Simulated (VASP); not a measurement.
A run of VASP 6.6.1 is set up as follows.

The input INCAR:

```
ALGO     = Normal         # electronic algorithm
EDIFF    = 1E-6           # SCF threshold, eV
ENCUT    = 500            # plane-wave cutoff, eV
GGA      = RP             # functional
GGA_COMPAT= False        
ISIF     = 2              # what is computed and relaxed
ISMEAR   = 0              # smearing method
LASPH    = True           # aspherical terms in the spheres
LCHARG   = False          # write CHGCAR
LREAL    = False          # projectors in reciprocal space
LWAVE    = False          # write WAVECAR
NBANDS   = 11             # bands
NELM     = 120            # most SCF steps
PREC     = Accurate       # precision mode
SIGMA    = 0.05           # smearing width, eV
```

File KPOINTS:

```
k-points
0
Gamma
  8 8 8
```

The input POSCAR:

```
AlP
1.0
    0.0000000000      2.7720485189      2.7720485189
    2.7720485189      0.0000000000      2.7720485189
    2.7720485189      2.7720485189      0.0000000000
Al P
1 1
Direct
    0.0000000000      0.0000000000      0.0000000000
    0.7500000000      0.7500000000      0.7500000000
```

Potentials or basis: VASP PAW PBE potentials, release 64 (Al, P).

Run with:

```bash
$ cat potpaw_PBE.64/Al/POTCAR potpaw_PBE.64/P/POTCAR > POTCAR
$ mpirun -np 1 vasp_std > vasp.out
```

(1) Estimate the pressure.

(2) What does it give for the band gap on the k mesh?

## Answers

(1) -0.2 GPa.

(2) 1.75 eV, indirect (least direct gap 3.06 eV).

Caveat: the PAW data sets were made with another functional, which shifts forces and pressure a little.

**The experiment to reproduce.**

From a printed reference work, data compilation, for a bulk crystal of AlP at 4.2 K: band gap 2.505 eV (indirect).

A measured gap of AlP is 2.505 eV (indirect; 4.2 K; a printed reference work, data compilation); the calculated 1.75 eV misses it by -0.75 eV. The value is that of RPBE on a finite k mesh, which can miss the band edges, without temperature or zero-point motion. Semilocal functionals fall short of measured gaps as a rule.
